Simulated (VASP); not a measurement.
A run of VASP 6.6.1 is set up as follows.

File INCAR:

```
SYSTEM = CdS
PREC = Accurate ; ENCUT = 520
EDIFF = 1E-6 ; ISMEAR = 0
SIGMA = 0.15 ; LREAL = .False.
LASPH = .True. ; NELM = 100
ALGO = Fast ; ISIF = 2
LWAVE = .False. ; LCHARG = .False.
GGA = CA ; NBANDS = 16
```

Contents of KPOINTS:

```
Automatic mesh
0
Gamma
  16 16 16
  0 0 0
```

File POSCAR:

```
CdS
1.0
    0.0000000000      2.7119453400      2.6706466800
    2.7119453400      0.0000000000      2.6706466800
    2.7119453400      2.7119453400      0.0000000000
Cd S
1 1
Direct
    0.0000000000      0.0000000000      0.0000000000
    0.5000000000      0.5000000000      0.5000000000
```

Potentials or basis: VASP PAW LDA potentials, release 64 (Cd, S).

Run with:

```bash
$ cat potpaw_LDA.64/Cd/POTCAR potpaw_LDA.64/S/POTCAR > POTCAR
$ mpirun -np 1 vasp_std > vasp.out
```

(1) Estimate the pressure.

(2) What does it give for the band gap on the k mesh?

## Answers

(1) -2.0 GPa.

(2) none (metal or under the smearing width).
